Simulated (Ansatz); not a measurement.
A run of Ansatz 0.2.0:

Contents of input.yaml:

```yaml
crystal:
  lattice:
    - [0.0, 2.77, 2.77]
    - [2.77, 0.0, 2.77]
    - [2.77, 2.77, 0.0]
  atoms:
    - { symbol: Te, position: [0.75, 0.75, 0.75] }
    - { symbol: Be, position: [0.0, 0.0, 0.0] }
hamiltonian:
  xc: revpbe
  pseudopotentials: { kind: paw }
  dispersion: d3bj
kpoints:
  mp_grid: { grid: [8, 8, 8] }
scf:
  occupations: { method: fermi_dirac, width: 0.05 }
output:
  forces: true
  stress: true
  write_density: true
  write_potential: true
  elf: true
  volumetric_format: npy
relax:
  f_tol: 0.01
  max_steps: 40
  cell: { stress_tol: 0.05 }
```

Potentials or basis: Ansatz PAW.

The run is started by

```sh
$ ansatz run input.yaml --threads 2 --pin off --max-ram 5632MiB --backend cpu --events-out ev --progress --plain --runs-dir out
```

Hardware: 2 threads of Intel(R) Xeon(R) Processor @ 2.50GHz (Skylake/Cascade Lake) (shared host).

Question: How long does it take, and how much memory?

Answer: Run time: 6.4 s on 2 threads of Intel(R) Xeon(R) Processor @ 2.50GHz (Skylake/Cascade Lake), with other jobs on the host, peak memory 0.36 GiB. Counts: scf iterations 15, plane waves 869, k points 29, bands 13, ion steps 3.
